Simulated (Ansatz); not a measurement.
**Band structure of RbBr**

```xyz
4
Lattice="5.9421 0.0000 0.0000 -2.9710 5.1460 0.0000 0.0000 0.0000 6.9565" Properties=species:S:1:pos:R:3 pbc="T T T"
Rb    0.0000    3.4307   -0.4313
Rb    2.9710    1.7153    3.0470
Br    0.0000    3.4307    3.0469
Br    2.9710    1.7153    6.5252
```

Atoms are numbered in the order listed.

The conventional cell has a = 5.942 Å, b = 5.942 Å, c = 6.957 Å, α = 90.00°, β = 90.00°, γ = 120.00°. Around Rb (atom 1) lie 5 Br at 3.43 to 3.48 Å. Around Br (atom 3) lie 5 Rb at 3.43 to 3.48 Å.

The cell was built from the wurtzite type and relaxed in the same program, and has space group P6_3/mmc; it needn't be a known or the stable phase. The relaxation left the symmetry of that type.

Computed with Ansatz 0.2.0, DFT, PBE, all-electron LAPW, scalar-relativistic.

The runs use a Γ-centred 10×10×6 k mesh, Fermi–Dirac smearing of 0.05 eV, basis error target 1 meV/atom, no spin polarisation.

Points in fractions of the reciprocal vectors of this cell: Γ (0, 0, 0), M (0.5, 0, 0), K (0.333, 0.333, 0), A (0, 0, 0.5), L (0.5, 0, 0.5), H (0.333, 0.333, 0.5). The path joins them by straight lines in the order Γ–M–K–Γ–A–L–H–A–L; legs that retrace an earlier one aren't tabulated. Energies are in eV from the top of the valence band.

(1) Is there a gap, and where are the band edges?

(2) List the levels between -8 and 6 eV at the symmetry points.

## Answers

(1) 4.02 eV, direct at Γ.

(2) 
Γ: -0.38, -0.34 (×2), -0.24 (×2), 0.00, 4.02
M: -0.50, -0.36, -0.31, -0.27, -0.15, -0.11, 5.77
K: -0.42 (×2), -0.36, -0.21 (×2), -0.09, 5.60, 5.87
A: -0.51 (×2), -0.31 (×4), 5.16 (×2)
L: -0.69 (×2), -0.25 (×2), -0.23 (×2)
H: -0.69 (×2), -0.25 (×2), -0.23 (×2)
